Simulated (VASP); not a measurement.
W: single point with PBE

Crystal: W.

```
W
1.0
     0.00000    2.03000    2.03000
     2.03000    0.00000    2.03000
     2.03000    2.03000    0.00000
W
1
Direct
  0.00000 0.00000 0.00000
```

This isn't the form of W at room conditions, which is bcc.

```
Program             : VASP 6.6.1
Task                : single point
Functional          : PBE
Potentials or basis : VASP PAW PBE potentials, release 54 (W_sv)
Cutoff              : 520 eV
k mesh              : 11 × 11 × 11
Occupations         : gaussian, width 0.02 eV
Spin                : no spin polarisation
```

| Quantity | Value |
| --- | --- |
| Pressure | -4.6 GPa |
| Band gap on the k mesh | none (metal or under the smearing width) |

Levels at points of the mesh, in eV from the Fermi level:
| k point | band 4 | band 5 | band 6 | band 7 | band 8 | band 9 | band 10 | band 11 |
| --- | --- | --- | --- | --- | --- | --- | --- | --- |
| (0.00, 0.00, 0.00) | -37.37 | -8.90 | -0.55 | -0.55 | -0.55 | 2.49 | 2.49 | 12.75 |

It took 26 s on 1 thread of AMD EPYC 7571 (shared host), peak memory 0.11 GiB.

Spin-orbit coupling is left out, which matters for the levels of W.
